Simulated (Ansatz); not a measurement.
# HfO2: a tetragonal deformation path

The task, for HfO2: look for other minima along a tetragonal path.

Computed with Ansatz 0.2.0 (DFT PBEsol, scalar-relativistic, plane waves, PAW, unless a step's input says otherwise).

### Step 1. The system as given

The structure is cubic, space group Fm-3m (No. 225). The conventional cell has a = 5.115 Å, b = 5.115 Å, c = 5.115 Å, α = 90.00°, β = 90.00°, γ = 90.00°. Hf (site symmetry m-3m) is surrounded by 8 O at 2.21 Å. O (site symmetry -43m) has 4 Hf at 2.21 Å as nearest neighbours.

Structure file:

```cif
data_structure
_symmetry_space_group_name_H-M 'Fm-3m'
_symmetry_Int_Tables_number 225
_cell_length_a 5.1150
_cell_length_b 5.1150
_cell_length_c 5.1150
_cell_angle_alpha 90.000
_cell_angle_beta 90.000
_cell_angle_gamma 90.000
_cell_volume 133.82
loop_
_atom_site_label
_atom_site_type_symbol
_atom_site_symmetry_multiplicity
_atom_site_Wyckoff_symbol
_atom_site_fract_x
_atom_site_fract_y
_atom_site_fract_z
_atom_site_occupancy
Hf1 Hf 4 a 0.00000 0.00000 0.00000 1
O1 O 8 c 0.25000 0.75000 0.75000 1
```

The cell is taken as given, not relaxed at this level.

### Step 2. Next: a tetragonal deformation path

At fixed volume and fractional coordinates, lengths along (0.000, 0.000, 1.000) are scaled against those across it; ρ is that ratio over its starting value.

### Step 3. Point ρ = 0.707

File input.yaml:

```yaml
crystal:
  lattice:
    - [0.0, 2.8708412057, 2.0296847325]
    - [2.8708412057, 0.0, 2.0296847325]
    - [2.8708412057, 2.8708412057, 0.0]
  atoms:
    - { symbol: Hf, position: [0.0, 0.0, 0.0] }
    - { symbol: O, position: [0.25, 0.25, 0.25] }
    - { symbol: O, position: [0.75, 0.75, 0.75] }
basis:
  ecutwfc: 350.0
kpoints:
  mp_grid: { grid: [8, 8, 8] }
hamiltonian:
  xc: pbesol
scf:
  occupations: { method: gaussian, width: 0.05 }
output:
  forces: true
  stress: true
  eigenvalues: true
```

Command:

```console
> ansatz run input.yaml --threads 1 --pin off --max-ram 2560MiB --backend cpu --events-out ev --progress --plain --runs-dir out
```

The session goes on with these runs: At ρ = 1.414; point ρ = 0.850; ρ = 1.200; point ρ = 0.780; At ρ = 1.300; At ρ = 0.920; ρ = 1.100; point ρ = 0.650; ρ = 1.500; point ρ = 0.960; point ρ = 1.050.

Q: Predict the outcome of this session. Wanted: highest point.

The runs gave:

| quantity | value |
| --- | --- |
| highest point | 1622.6 meV/atom at ρ = 1.500 |

**Reading.** The settings of these runs were drawn from a wide range and may not be converged. The undisturbed cell stays the lowest of the sampled points. No further minimum shows among the sampled points. The gap on the mesh, 3.57 eV at the start, reads zero at ρ = 0.650. Spin-orbit coupling is left out, which matters for the bands of Hf. The settings are coarse, so take the values as rough.
